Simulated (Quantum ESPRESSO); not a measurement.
The system is SiC (Moissanite 3C).

```
CELL_PARAMETERS angstrom
0.00000 2.17900 2.17900
2.17900 0.00000 2.17900
2.17900 2.17900 0.00000
ATOMIC_POSITIONS crystal
Si 0.00000 0.00000 0.00000
C 0.75000 0.75000 0.75000
```

Base run:

```yaml
Program: Quantum ESPRESSO 7.5
Functional: PBEsol
Potentials_or_basis: PseudoDojo 0.4.1 SR PBEsol standard
Cutoff: 1116 eV
Density_cutoff: 4463 eV
k_mesh: 6 × 6 × 6
Occupations: fixed
Spin: no spin polarisation
```

Its results: band gap on the k mesh, mean-field level 1.24 eV, indirect (least direct gap 4.46 eV).

The run is repeated on the same cell with these changes: functional from PBEsol to PBE; potentials or basis from PseudoDojo 0.4.1 SR PBEsol standard to PseudoDojo 0.4.1 SR PBE standard. What comes out?

Band gap on the k mesh, mean-field level 1.36 eV, indirect (least direct gap 4.55 eV).

A k mesh can miss the band edges.
